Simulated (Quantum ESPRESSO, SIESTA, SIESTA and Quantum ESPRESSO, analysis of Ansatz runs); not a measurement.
# Al2O3 (R-3c):Si_Al, a ladder of methods on one cell (SIESTA and Quantum ESPRESSO)

We place the charge-transition levels of Si_Al in Al2O3 (R-3c) with atom-centred orbitals, then repeat the energies at other levels of method to see what holds. Model: a cell of 80 host atoms with 1 Al taken out and 1 Si put in.

Method: SIESTA numerical-orbital DFT, PBEsol, DZP basis, PseudoDojo 0.4.1 potentials converted to PSML; charged supercells in a uniform background, point-charge correction with alignment at far sites, in SIESTA and Quantum ESPRESSO.

The experiments to compare with:

For Al2O3, alpha (corundum) (high-purity reference sample), “Multi-petahertz electron interference in Cr:Al2O3 solid-state material” (2018, pmc:5906618) quotes earlier work: band gap (optical band gap of host from absorption) 8.7 eV [literature value quoted for a high-purity sample; optical absorption edge, temperature …].

## 1. Set-up

The cell holds 80 atoms: 31 Al, 1 Si and 48 O. Its edges and angles: a = 10.305 Å, b = 10.305 Å, c = 10.305 Å, α = 55.5°, β = 55.5°, γ = 55.5°. It derives from Al2O3 (space group R-3c). Nearest the centre at fractional (0.426, 0.426, 0.426): Si2 at 0.00 Å, O20 at 1.87 Å, O26 at 1.87 Å, O49 at 1.87 Å, O18 at 1.98 Å, O25 at 1.98 Å, O47 at 1.98 Å, Al1 at 2.68 Å.

As a file:

```
CELL_PARAMETERS angstrom
4.79850 2.77042 8.68872
-4.79850 2.77042 8.68872
0.00000 -5.54083 8.68872
ATOMIC_POSITIONS crystal
Al 0.32365 0.32365 0.32365
Si 0.42635 0.42635 0.42635
Al 0.07365 0.07365 0.07365
Al 0.17635 0.17635 0.17635
O 0.22239 0.02761 0.37500
O 0.47239 0.12500 0.27761
O 0.02761 0.37500 0.22239
O 0.37500 0.22239 0.02761
O 0.12500 0.27761 0.47239
O 0.27761 0.47239 0.12500
Al 0.32365 0.32365 0.82365
Al 0.42635 0.42635 0.92635
Al 0.07365 0.07365 0.57365
Al 0.17635 0.17635 0.67635
O 0.22239 0.02761 0.87500
O 0.47239 0.12500 0.77761
O 0.02761 0.37500 0.72239
O 0.37500 0.22239 0.52761
O 0.12500 0.27761 0.97239
O 0.27761 0.47239 0.62500
Al 0.32365 0.82365 0.32365
Al 0.42635 0.92635 0.42635
Al 0.07365 0.57365 0.07365
Al 0.17635 0.67635 0.17635
O 0.22239 0.52761 0.37500
O 0.47239 0.62500 0.27761
O 0.02761 0.87500 0.22239
O 0.37500 0.72239 0.02761
O 0.12500 0.77761 0.47239
O 0.27761 0.97239 0.12500
Al 0.32365 0.82365 0.82365
Al 0.42635 0.92635 0.92635
Al 0.07365 0.57365 0.57365
Al 0.17635 0.67635 0.67635
O 0.22239 0.52761 0.87500
O 0.47239 0.62500 0.77761
O 0.02761 0.87500 0.72239
O 0.37500 0.72239 0.52761
O 0.12500 0.77761 0.97239
O 0.27761 0.97239 0.62500
Al 0.82365 0.32365 0.32365
Al 0.92635 0.42635 0.42635
Al 0.57365 0.07365 0.07365
Al 0.67635 0.17635 0.17635
O 0.72239 0.02761 0.37500
O 0.97239 0.12500 0.27761
O 0.52761 0.37500 0.22239
O 0.87500 0.22239 0.02761
O 0.62500 0.27761 0.47239
O 0.77761 0.47239 0.12500
Al 0.82365 0.32365 0.82365
Al 0.92635 0.42635 0.92635
Al 0.57365 0.07365 0.57365
Al 0.67635 0.17635 0.67635
O 0.72239 0.02761 0.87500
O 0.97239 0.12500 0.77761
O 0.52761 0.37500 0.72239
O 0.87500 0.22239 0.52761
O 0.62500 0.27761 0.97239
O 0.77761 0.47239 0.62500
Al 0.82365 0.82365 0.32365
Al 0.92635 0.92635 0.42635
Al 0.57365 0.57365 0.07365
Al 0.67635 0.67635 0.17635
O 0.72239 0.52761 0.37500
O 0.97239 0.62500 0.27761
O 0.52761 0.87500 0.22239
O 0.87500 0.72239 0.02761
O 0.62500 0.77761 0.47239
O 0.77761 0.97239 0.12500
Al 0.82365 0.82365 0.82365
Al 0.92635 0.92635 0.92635
Al 0.57365 0.57365 0.57365
Al 0.67635 0.67635 0.67635
O 0.72239 0.52761 0.87500
O 0.97239 0.62500 0.77761
O 0.52761 0.87500 0.72239
O 0.87500 0.72239 0.52761
O 0.62500 0.77761 0.97239
O 0.77761 0.97239 0.62500
```

Screening for the image-charge correction: ε∞ = (3.25, 3.25, 3.21), ε0 = (9.30, 9.30, 11.25), from a response run on this crystal (DFPT, PBEsol, Quantum ESPRESSO) at that run's own cell.

The cell's shortest repeat is 9.6 Å.

The primitive cell was relaxed at this level beforehand, to 86.63 Å³.

The defect-free supercell was relaxed beforehand, from displaced atoms: they ended at most 0.01 Å from the sites they started about, so the symmetric structure holds.

## 2. Band edges

Levels are counted from the valence top, which comes from the unit cell, dense mesh; the energy of the host comes from the defect-free supercell at the defects' own k-points, so that the host's part of the sampling error cancels.

host.fdf

```
SystemName                      Al2O3
SystemLabel                     host
NumberOfSpecies                 2
NumberOfAtoms                   10
%block ChemicalSpeciesLabel
  1   13 Al
  2    8 O
%endblock ChemicalSpeciesLabel
LatticeConstant                 1.0 Ang
%block LatticeVectors
     2.399251000     1.385208000     4.344362000
    -2.399251000     1.385208000     4.344362000
     0.000000000    -2.770417000     4.344362000
%endblock LatticeVectors
AtomicCoordinatesFormat         Fractional
%block AtomicCoordinatesAndAtomicSpecies
     0.647298456     0.647298456     0.647298583  1
     0.852701484     0.852701484     0.852701537  1
     0.147298516     0.147298516     0.147298463  1
     0.352701544     0.352701544     0.352701417  1
     0.444775926     0.055223937     0.750000022  2
     0.944776004     0.250000009     0.555224102  2
     0.055223996     0.749999991     0.444775898  2
     0.749999993     0.444775987     0.055223905  2
     0.250000007     0.555224013     0.944776095  2
     0.555224074     0.944776063     0.249999978  2
%endblock AtomicCoordinatesAndAtomicSpecies
%block kgrid.MonkhorstPack
    8   0   0  0.00
    0   8   0  0.00
    0   0   8  0.00
%endblock kgrid.MonkhorstPack
XC.Functional                   GGA
XC.Authors                      PBEsol
PAO.BasisSize                   DZP
PAO.EnergyShift                 0.005 Ry
Mesh.Cutoff                     300 Ry
OccupationFunction              FD
ElectronicTemperature           0.01 eV
MaxSCFIterations                150
SCF.MustConverge                true
SCF.Mixer.Method                Pulay
SCF.Mixer.Weight                0.2
SCF.Mixer.History               10
SCF.DM.Tolerance                1.0e-4
SCF.H.Tolerance                 1.0e-3 eV
WriteForces                     true
Charge.Mulliken                 end
```

Started as:

```bash
$ OMP_NUM_THREADS=1 siesta host.fdf > host.out
```

What it wrote:

```text
Version         : 5.4.2

                           ***********************
                           *  WELCOME TO SIESTA  *
                           ***********************

[...]
reinit: Reading from file host.fdf

reinit: -----------------------------------------------------------------------
reinit: System Name: Al2O3
reinit: -----------------------------------------------------------------------
reinit: System Label: host
reinit: -----------------------------------------------------------------------

initatom: Reading input for the pseudopotentials and atomic orbitals ----------
Species number:   1 Atomic number:   13 Label: Al
Species number:   2 Atomic number:    8 Label: O

[... pseudopotential checks and orbital generation ...]

prinput: Basis input

PAO.BasisType split

%block ChemicalSpeciesLabel
    1   13 Al                      # Species index, atomic number, species label
    2    8 O                       # Species index, atomic number, species label
%endblock ChemicalSpeciesLabel

%block PAO.Basis                 # Define Basis set
# WARNING: This information might be incomplete!
[...]
siesta:       Hartree =     723.783037
siesta:         Exch. =    -742.901712
siesta:         Corr. =     -66.348275
siesta:   Exch.-corr. =    -809.249987
siesta:  Ion-electron =   -3237.201033
siesta:       Ion-ion =   -1590.741006
siesta:         Total =   -2959.489365
siesta:         Fermi =      -8.009341
[...]
siesta: Stress tensor (static) (eV/Ang**3):
siesta:     0.000136   -0.000000    0.000000
siesta:    -0.000000    0.000136   -0.000000
siesta:     0.000000   -0.000000    0.000131
[...]
siesta: Cell volume =         86.629945 Ang**3
[...]
siesta: Pressure (static):
siesta:                Solid            Molecule  Units
siesta:          -0.00000147         -0.00000153  Ry/Bohr**3
siesta:          -0.00013463         -0.00014063  eV/Ang**3
siesta:          -0.21570807         -0.22532019  kBar
[...]
mulliken: Qtot =       48.000

Mulliken Atomic Populations:
Atom #   charge [q] valence [e]  Species
     1     0.612547    2.387453  Al
     2     0.612547    2.387453  Al
     3     0.612547    2.387453  Al
     4     0.612547    2.387453  Al
     5    -0.408365    6.408365  O
     6    -0.408364    6.408364  O
     7    -0.408364    6.408364  O
     8    -0.408364    6.408364  O
     9    -0.408364    6.408364  O
    10    -0.408365    6.408365  O
 Total    -0.000000

Job completed
```

It took 2.5 min on 1 MPI rank of Arm Neoverse V1, shared host; peak memory 0.37 GiB.

The gap at this level is 5.88 eV.

Test of the sampling: at one point at (¼, ¼, ¼) the host's energy lies 3 meV an atom above its value on the primitive cell's dense mesh, close enough for the relaxations.

(Continued in part 2 of 4.)

[Logs are printed without paths, hosts, clocks, repeated set-up lines and the standing remarks that a program may print on its own settings, such as how far it seeks lower states.]

[Hosts, paths, dates, database ids (printed as entryN), source tags and the programs' standing remarks are cut or masked in the printed files.]

[For some hosts the program warned that the k-mesh of the response run may be too coarse for force constants and the static dielectric constant; such warnings are not shown here.]

[Charge tables in the logs are Mulliken or Hirshfeld populations, whose sizes and signs can differ; where basis functions stand at a vacancy, SIESTA counts their charge against the missing atom's valence.]

[In relaxation paths of CP2K, step 0 can be the structure after the first move, since the trajectory file begins there, and the last row can be the final structure solved once more.]
